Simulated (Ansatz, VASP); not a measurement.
## Two plane-wave programs on Si

```xyz
2
Lattice="0.0000 2.7219 2.7219 2.7219 0.0000 2.7219 2.7219 2.7219 0.0000" Properties=species:S:1:pos:R:3 pbc="T T T"
Si    2.7219    2.7219    2.7219
Si    4.0828    4.0828    4.0828
```

Alike in both runs: functional PBE-EpsX; k mesh 4 × 4 × 4; occupations fermi-dirac, width 0.05 eV; no spin polarisation.

|  | VASP | Ansatz |
| --- | --- | --- |
| version | VASP 6.6.1 | Ansatz 0.2.0 |
| potentials or method | VASP PAW PBE potentials, release 64 (Si) | Ansatz PAW |
| plane-wave cutoff (eV) | 520 | 420 |
| valence electrons in the cell | 8 | 8 |
| task | band structure | single point |

```tsv
	VASP	Ansatz	Ansatz less VASP
gap on the k mesh at the Fermi level (eV)	1.09	1.10	+0.012
least direct gap on the mesh (eV)	2.98	2.99	+0.014
pressure (GPa)	1.3	1.4	+0.13
```

Caveats: the k mesh is coarse (spacing up to 0.50 Å⁻¹), so the values aren't converged, least of all with exact exchange; an unscreened hybrid on a path of extra k points without a Coulomb cutoff has errors near the mesh points, so the bands along the path aren't reliable (VASP); the PAW data sets were made with another functional, which shifts forces and pressure a little (VASP); the PAW data sets come from PBE, with cores solved anew for the run's functional, which leaves a small shift of forces and pressure (Ansatz); the thresholds are loose for stress (Ansatz). A k mesh can miss the band edges.
